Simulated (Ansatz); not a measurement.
Al:

```
CELL_PARAMETERS angstrom
0.00000 2.02481 2.02481
2.02481 0.00000 2.02481
2.02481 2.02481 0.00000
ATOMIC_POSITIONS crystal
Al 0.00000 0.00000 0.00000
```

Base run:

| Item | Value |
| --- | --- |
| Program | Ansatz 0.2.0 |
| Functional | RPBE |
| Potentials or basis | all-electron LAPW, scalar-relativistic |
| Cutoff | 130 eV (chosen from the basis error) |
| Basis error allowed | 0.001 eV/atom |
| k mesh | 11 × 11 × 11 |
| Occupations | fermi-dirac, width 0.05 eV |
| Spin | no spin polarisation |

Its results: pressure 1.0 GPa.

Question: After a change of settings the same cell gave: pressure -3.6 GPa. Which change was it?
A. functional from RPBE to PBE; occupations from fermi-dirac, width 0.05 eV to gaussian, width 0.014 eV
B. functional from RPBE to LDA
C. occupations from fermi-dirac, width 0.05 eV to gaussian, width 0.05 eV
D. functional from RPBE to PBEsol

Answer: B.

LDA binds more tightly than RPBE, so the same cell stands under less pressure.
